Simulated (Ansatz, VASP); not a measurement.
Sb in VASP and in Ansatz

```
Sb
1.0
     3.05297    0.00000    0.00000
     0.00000    3.05297    0.00000
     0.00000    0.00000    3.14501
Sb
1
Direct
  0.00000 0.00000 0.00000
```

This isn't the form of Sb at room conditions, which is rhombohedral.

Alike in both runs: task single point; functional PBEsol; k mesh 21 × 21 × 21; occupations fermi-dirac, width 0.15 eV; no spin polarisation.

|  | VASP | Ansatz |
| --- | --- | --- |
| version | VASP 6.6.1 | Ansatz 0.2.0 |
| potentials or method | VASP PAW PBE potentials, release 64 (Sb), cutoff 520 eV | all-electron LAPW, scalar-relativistic |

```tsv
	VASP	Ansatz	Ansatz less VASP
gap on the k mesh at the Fermi level (eV)	none	none	-
pressure (GPa)	-1.0	-1.1	-0.09
largest component of the traceless stress (GPa)	2.56	2.54	-0.026
```

A gap of «none» marks a metal or a gap that the smearing closes. Ansatz ran all-electron here, so the differences hold the error of VASP's frozen core and of both bases.

Caveats: the PAW data sets were made with another functional, which shifts forces and pressure a little (VASP). The runs have no spin-orbit coupling, so splittings on Sb are missing.
